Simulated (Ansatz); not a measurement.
The system is Be2C.

```
CELL_PARAMETERS angstrom
0.00000 2.16500 2.16500
2.16500 0.00000 2.16500
2.16500 2.16500 0.00000
ATOMIC_POSITIONS crystal
C 0.00000 0.00000 0.00000
Be 0.75000 0.75000 0.75000
Be 0.25000 0.25000 0.25000
```

Base run:

```yaml
Program: Ansatz 0.2.0
Functional: HSE06 form with a typed share of exact exchange
Potentials_or_basis: Ansatz PAW
Cutoff: "420 eV (not typed: the program's choice for these potentials)"
k_mesh: 6 × 6 × 6
Occupations: fermi-dirac, width 0.05 eV
Spin: no spin polarisation
```

Its results: band gap on the k mesh 2.21 eV, indirect (least direct gap 5.44 eV); pressure -3.6 GPa.

Task: The run is repeated on the same cell with these changes: screening (1/å) from 0.1 to 0.4. What comes out?

Result: Band gap on the k mesh 1.58 eV, indirect (least direct gap 4.77 eV); pressure -3.0 GPa.

Caveats: the PAW data sets come from PBE, with cores solved anew for the run's functional, which leaves a small shift of forces and pressure; the thresholds are loose for stress.

A k mesh can miss the band edges.
